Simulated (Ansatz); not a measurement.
AlP, space group F-43m, a check of PAW against all-electron LAPW

Computed with the Python package of Ansatz (0.2.0).

Notebook, run cell by cell (the value of a cell's last expression is shown):

```python
import ansatz as az
import numpy as np
import pandas as pd


def count_gap(report):
    # lowest empty less highest filled band, counting bands; zero where they overlap
    return max(report.get("gap_by_band_count_ev") or 0.0, 0.0)

system = (
    az.Lattice.of((0.0, 2.7255, 2.7255), (2.7255, 0.0, 2.7255), (2.7255, 2.7255, 0.0))
    .atom("Al", (0.0, 0.0, 0.0))
    .atom("P", (0.25, 0.25, 0.25))
)
```

```python
job = system.calculation()
job = job.functional("pbesol").occupations("fermi_dirac", width=0.05)
job = job.kpoints(6, 6, 6)
job = job.stress().forces()
job = job.band_table()
variants = {
    "PAW": job.pseudopotentials("paw"),
    "LAPW": job.pseudopotentials("all_electron", lapw=True),
}
# totals differ by the cores that each treatment holds, so compare what does not depend on them
rows = []
for label, variant in variants.items():
    report = variant.run().report
    levels = np.array(report["eigenvalues_ev"][0]) - report["fermi_energy_ev"]
    print(label, "levels at the first k-point near E_F:", np.round(levels[np.abs(levels) < 5], 3))
    rows.append((label, report["n_electrons"], np.trace(report["stress_gpa"]) / 3, count_gap(report)))
print(pd.DataFrame(rows, columns=["treatment", "electrons in bands", "P GPa", "gap by band count eV"]).round(4).to_string(index=False))
```

    DeckWarning: basis.ecutwfc = 420 eV, auto-derived from the records' recommended cutoffs: set by Al (normal level)
    PAW levels at the first k-point near E_F: [-0.715 -0.715 -0.715  2.523  3.793  3.793  3.793]
    LAPW levels at the first k-point near E_F: [-0.715 -0.715 -0.715  2.519  3.791  3.791  3.791]
    treatment  electrons in bands  P GPa  gap by band count eV
          PAW                 8.0 0.9923                1.4276
         LAPW                24.0 0.9308                1.4279

PAW gives 0.992 GPa and LAPW 0.931 GPa, 0.06 GPa apart. They took 0.9 and 5.1 s of processor time.

What to keep in mind:
- Semilocal gaps usually lie well under measured ones.
- The computed bands are complete only to about 3.8 eV above the Fermi level.
- Of the deposited cell: the entry's cell lengths or inner coordinates differ somewhat from later room-temperature determinations.
- In a crystal with a gap the Fermi level's place inside it depends on smearing and mesh.
- The structure is a deposited one; some such entries were measured under pressure or heat, so a shift against it needn't be the functional's error alone.
- Gaps and levels are Kohn-Sham values on a finite set of k-points.
- Warnings are shown shortened and without file and line.
- Pressure is positive in compression; the treatments may keep other shells as core, so totals and counts of electrons can differ.
- Run time: 7 s on 1 thread of Arm Neoverse V1 (shared host), peak memory 0.42 GiB.
